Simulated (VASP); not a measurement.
# In: convergence, self-consistent run

In, P1 (no. 1), 24 atoms in the cell. PBE; PAW potentials In_d (PBE set). VASP 6.6.1.

Wanted: energy within 2 meV/atom; forces within 0.01 eV/Å.

What the run is for: forces in a large cell; Accuracy asked: standard; Cell repeated: 2 × 2 × 3.

POSCAR:
```
In
1.0
    6.6709695640      0.0000000000      0.0000000000
   -3.3354847820      5.7772291104      0.0000000000
    0.0000000000      0.0000000000     16.5274287600
In
24
Direct
    0.3389660000      0.1661370000      0.2508760000
    0.3312430000      0.1682950000      0.5799840000
    0.3308330000      0.1679190000      0.9173400000
    0.3404000000      0.6682610000      0.2485210000
    0.3429480000      0.6759290000      0.5828090000
    0.3410530000      0.6742320000      0.9143940000
    0.8303580000      0.1621360000      0.2486650000
    0.8308530000      0.1649330000      0.5826240000
    0.8269450000      0.1683380000      0.9172860000
    0.8205770000      0.6594200000      0.2517720000
    0.8320350000      0.6642930000      0.5803060000
    0.8462410000      0.6723950000      0.9167580000
    0.1808700000      0.3451690000      0.0808050000
    0.1622400000      0.3323250000      0.4158220000
    0.1594840000      0.3286530000      0.7507570000
    0.1739770000      0.8336240000      0.0833110000
    0.1659670000      0.8285670000      0.4184710000
    0.1640810000      0.8306990000      0.7519380000
    0.6686020000      0.3319170000      0.0852340000
    0.6685660000      0.3397070000      0.4164490000
    0.6668080000      0.3321550000      0.7490790000
    0.6732650000      0.8476460000      0.0825910000
    0.6636620000      0.8384880000      0.4146060000
    0.6670880000      0.8322290000      0.7482140000
```

The series start from Plane-wave cutoff (eV): 280; Projection operators (LREAL): Auto, ROPT -0.00025; Precision mode (PREC): Normal; Electronic threshold (eV): 1e-5; Parallel layout: defaults; Electronic algorithm: ALGO=Normal. Each series keeps the choices made before it, and each single choice may use up half of a tolerance.

## Plane-wave cutoff (eV)

| Plane-wave cutoff (eV) | Energy less reference (meV/atom) | Forces, largest deviation (eV/Å) | SCF iterations | Time (s) |
|---|---|---|---|---|
| 220 | 15.3 | 0.017 | 13 | 28 |
| 240 | -1.3 | 0.014 | 14 | 35 |
| 280 | -2.0 | 0.010 | 14 | 45 |
| 310 | -2.0 | 0.008 | 14 | 40 |
| 380 (reference) | 0.0 | 0.000 | 14 | 41 |

## Projection operators (LREAL)

| Projection operators (LREAL) | Energy less reference (meV/atom) | Forces, largest deviation (eV/Å) | SCF iterations | Time (s) |
|---|---|---|---|---|
| Auto, ROPT -0.005 | -24.4 | 0.343 | 14 | 38 |
| Auto, ROPT -0.002 | -7.7 | 0.160 | 13 | 35 |
| Auto, ROPT -0.001 | -7.7 | 0.160 | 13 | 27 |
| Auto, ROPT -0.0005 | -0.5 | 0.052 | 14 | 34 |
| Auto, ROPT -0.00025 | 0.6 | 0.003 | 14 | 41 |
| Auto, ROPT -0.0001 | -0.5 | 0.002 | 14 | 41 |
| False (reference) | 0.0 | 0.000 | 14 | 54 |

## Precision mode (PREC)

| Precision mode (PREC) | Energy less reference (meV/atom) | Forces, largest deviation (eV/Å) | SCF iterations | Time (s) |
|---|---|---|---|---|
| SingleN | -3.9 | 0.048 | 14 | 29 |
| Normal | -0.1 | 0.006 | 14 | 41 |
| Accurate (reference) | 0.0 | 0.000 | 14 | 120 |

## Electronic threshold (eV)

| Electronic threshold (eV) | Energy less reference (meV/atom) | Forces, largest deviation (eV/Å) | SCF iterations | Time (s) |
|---|---|---|---|---|
| 0.001 | 0.0 | 0.007 | 10 | 86 |
| 0.0001 | 0.0 | 0.001 | 12 | 76 |
| 1e-5 | 0.0 | 0.001 | 14 | 120 |
| 1e-6 | 0.0 | 0.000 | 16 | 96 |
| 1e-7 (reference) | 0.0 | 0.000 | 21 | 110 |

## Parallel layout

| Parallel layout | Energy less reference (meV/atom) | Forces, largest deviation (eV/Å) | SCF iterations | Time (s) |
|---|---|---|---|---|
| defaults | 0.0 | 0.000 | 12 | 76 |
| NCORE=2 | 0.0 | 0.000 | 12 | 53 |
| NCORE=4 | 0.0 | 0.000 | 12 | 57 |
| NCORE=8 | 0.0 | 0.000 | 12 | 60 |
| KPAR=2 | 0.0 | 0.000 | 12 | 81 |
| KPAR=2 NCORE=2 | 0.0 | 0.000 | 12 | 96 |
| KPAR=4 | 0.0 | 0.000 | 12 | 98 |
| KPAR=4 NCORE=2 | 0.0 | 0.000 | 12 | 77 |
| NPAR=2 | 0.0 | 0.000 | 12 | 54 |

## Electronic algorithm

| Electronic algorithm | Energy less reference (meV/atom) | Forces, largest deviation (eV/Å) | SCF iterations | Time (s) |
|---|---|---|---|---|
| ALGO=Normal | 0.0 | 0.000 | 12 | 53 |
| ALGO=Fast | 0.0 | 0.003 | 17 | 68 |
| ALGO=VeryFast | 0.0 | 0.002 | 18 | 59 |
| ALGO=All ISEARCH=1 | 0.0 | 0.023 | 18 | 60 |

## Question

The rows run from the loosest to the tightest (no order: parallel layout, electronic algorithm). For each series: choose the loosest value from which every tighter one stays within half of the tolerance; where there is no order, keep the first row unless others stay within half of the tolerance and take at least 30 % less time, and then take the fastest.

## Answer

- Plane-wave cutoff (eV): 380, the tightest run, since the next looser one is off by more than half of the tolerance (convergence isn't shown beyond it)
- Projection operators (LREAL): Auto, ROPT -0.00025
- Precision mode (PREC): Accurate, the last of the list; the one before it is off by more than half of the tolerance
- Electronic threshold (eV): 0.0001
- Parallel layout: NCORE=2
- Electronic algorithm: ALGO=Normal

## All choices together

| Input | Energy less reference (meV/atom) | Forces, largest deviation (eV/Å) | Time (s) |
|---|---|---|---|
| the program's defaults (naive) | -1.3 | 0.047 | 29 |
| chosen settings | 0.7 | 0.002 | 53 |
| reference settings throughout | 0.0 | 0.000 | 101 |

The chosen settings stay within the tolerance of the reference run, but the reference itself isn't shown to be converged in: Plane-wave cutoff (eV).

## The input

INCAR:
```
GGA = PE ; ISMEAR = 1
SIGMA = 0.1 ; LWAVE = False
LCHARG = False ; ISIF = 2
ISYM = 0 ; PREC = Accurate
LASPH = True ; LREAL = Auto
ALGO = Normal ; EDIFF = 1E-4
NELM = 120 ; GGA_COMPAT = False
ENCUT = 380 ; ROPT = -0.00025
NCORE = 2
```

KPOINTS:
```
k-points
0
Gamma
  3 3 1
```

Commands:
```
cat potpaw_PBE.64/In_d/POTCAR > POTCAR
mpirun -np 8 vasp_std > vasp.out
```

Limits: Only the k mesh 3 × 3 × 1 was run, so its error is untested.

The chosen input took VASP 6.6.1 53 s on 8 cores (Intel Xeon 6975P-C (Granite Rapids)), a shared host.

## An input that fails: Gamma-only program on a mesh of k points

VASP's message: You are using the Gamma-point-only version with more than one k-point or some other non-Gamma k-point.

k mesh: 3 × 3 × 1 becomes 2 × 2 × 2.

Changes against the starting input:
```
- NELM = 120
+ NELM = 58
- vasp_std
+ vasp_gam
(KPOINTS)
-k-points
+Automatic mesh
-  3 3 1
+  2 2 2
+  0 0 0
```
